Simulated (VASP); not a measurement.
A run of VASP 6.6.1:

The input INCAR:

```
SYSTEM = GdO
PREC = Accurate ; ENCUT = 520
EDIFF = 1E-6 ; ISMEAR = 0
SIGMA = 0.05 ; LREAL = .False.
LASPH = .True. ; NELM = 150
ALGO = Normal ; ISIF = 2
LWAVE = .False. ; LCHARG = .True.
ISPIN = 2 ; MAGMOM = 7 0
LORBIT = 11 ; LMAXMIX = 6
LDAU = .True. ; LDAUTYPE = 2
LDAUL = 3 -1 ; LDAUU = 4 0
LDAUJ = 0 0 ; LDAUPRINT = 1
GGA = PS ; LELF = .True.
LVHAR = .True. ; NBANDS = 23
```

KPOINTS

```
Automatic mesh
0
Gamma
  6 6 6
  0 0 0
```

Contents of POSCAR:

```
GdO
1.0
    0.0000000000      2.7000000000      2.7000000000
    2.7000000000      0.0000000000      2.7000000000
    2.7000000000      2.7000000000      0.0000000000
Gd O
1 1
Direct
    0.0000000000      0.0000000000      0.0000000000
    0.2500000000      0.2500000000      0.2500000000
```

Potentials or basis: VASP PAW PBE potentials, release 64 (Gd, O).

Command:

```sh
$ cat potpaw_PBE.64/Gd/POTCAR potpaw_PBE.64/O/POTCAR > POTCAR
$ mpirun -np 1 vasp_std > vasp.out
```

Hardware: 1 thread of Intel(R) Xeon(R) Platinum 8559C (Emerald Rapids), on a shared host.

Task: How long does it take, and how much memory?

Result: Run time: 39 s on 1 thread of Intel(R) Xeon(R) Platinum 8559C (Emerald Rapids) (shared host), peak memory 0.18 GiB. Counts: scf iterations 16, k points 16.
